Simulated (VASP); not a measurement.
W, 1 atom in the cell. The typed cell holds 1 atom: a = 2.689 Å, b = 2.728 Å, c = 2.735 Å, α = 110.20°, β = 106.72°, γ = 109.22°.  The cell isn't the ideal one: cell strained at random at fixed volume.

```yaml
Program: VASP 6.6.1
Task: relaxation of the atoms
Functional: SCAN
Dispersion: D4
Potentials_or_basis: VASP PAW PBE potentials, release 64 (W_sv)
Cutoff: 520 eV
k_mesh: 12 × 12 × 12
Occupations: methfessel-paxton, width 0.1 eV
Spin: no spin polarisation
Hubbard_terms: W d U = 1 eV, J = 0.5 eV
LDAUTYPE: 2
Hund's_J: 0.5
Further_INCAR_settings: ALGO = Normal; EDIFF = 1e-06; IBRION = 2; EDIFFG = -0.02; NSW = 40
```

Potentials or basis: VASP PAW PBE potentials, release 64 (W_sv).

Launch:

```console
$ cat potpaw_PBE.64/W_sv/POTCAR > POTCAR
$ mpirun -np 1 vasp_std > vasp.out
```

Hardware: 1 thread of Intel(R) Xeon(R) Platinum 8375C CPU @ 2.90GHz (Ice Lake), with other jobs on the host.

Problem. Estimate the wall time of this run.

Solution. It took 12 min on 1 thread of Intel(R) Xeon(R) Platinum 8375C CPU @ 2.90GHz (Ice Lake), with other jobs on the host, peak memory 0.27 GiB. Counts: scf iterations 25, k points 868, ion steps 1.
